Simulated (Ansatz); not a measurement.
# Structure relaxation of Ti₃Se

The calculation used Ansatz 0.2.0, DFT r2SCAN, scalar-relativistic, plane waves, PAW. Cutoff 500 eV, Γ-centred k mesh, Gaussian smearing, no spin polarisation in the final step.

Ti₃Se was placed on the Cu3Au (L1_2) structure type (Pm-3m, No. 221), with Se in place of Au, Ti in place of Cu, at a guessed volume.

```
Ti Se
1.0
     4.11330    0.00000    0.00000
     0.00000    4.11330    0.00000
     0.00000    0.00000    4.11330
Ti Se
3 1
Direct
  0.00000 0.50000 0.50000
  0.50000 0.00000 0.50000
  0.50000 0.50000 0.00000
  0.00000 0.00000 0.00000
```

Cell and atoms relax at zero pressure; the relaxation can't lower the symmetry of the start. After a coarse first stage the cell is made exact in the group found at 0.06 Å.

The zero of energy is the elements' standard structures at the same level; no fitted shifts are applied.

Task: Which crystal results?

Result: It keeps Pm-3m (No. 221). The result has the Cu3Au (L1_2) structure. Conventional cell: a = 3.977 Å. Ti has 4 Se at 2.81 Å and 8 Ti at 2.81 Å; Se is coordinated by 12 Ti at 2.81 Å.

```cif
data_structure
_symmetry_space_group_name_H-M 'Pm-3m'
_symmetry_Int_Tables_number 221
_cell_length_a 3.9766
_cell_length_b 3.9766
_cell_length_c 3.9766
_cell_angle_alpha 90.000
_cell_angle_beta 90.000
_cell_angle_gamma 90.000
_cell_volume 62.88
loop_
_atom_site_label
_atom_site_type_symbol
_atom_site_symmetry_multiplicity
_atom_site_Wyckoff_symbol
_atom_site_fract_x
_atom_site_fract_y
_atom_site_fract_z
_atom_site_occupancy
Ti1 Ti 3 c 0.00000 0.50000 0.50000 1
Se1 Se 1 a 0.00000 0.00000 0.00000 1
```

Task: What are its volume, energy, density and gap?

Result: The volume per atom is 15.72 Å³. The density is 5.88 g/cm³. The energy over the elements is -0.38 eV/atom and the gap on the 12×12×12 mesh is 0 eV (a metal).

The final run used a 12×12×12 mesh on its 4-atom cell and 0.10 eV smearing. The k mesh leaves about 4 meV/atom of noise in metals. A structure relaxed within its symmetry needn't be a true minimum.

Cost: 3 runs of about 2.1 core-minutes in all, on Arm Neoverse V2 (shared hosts).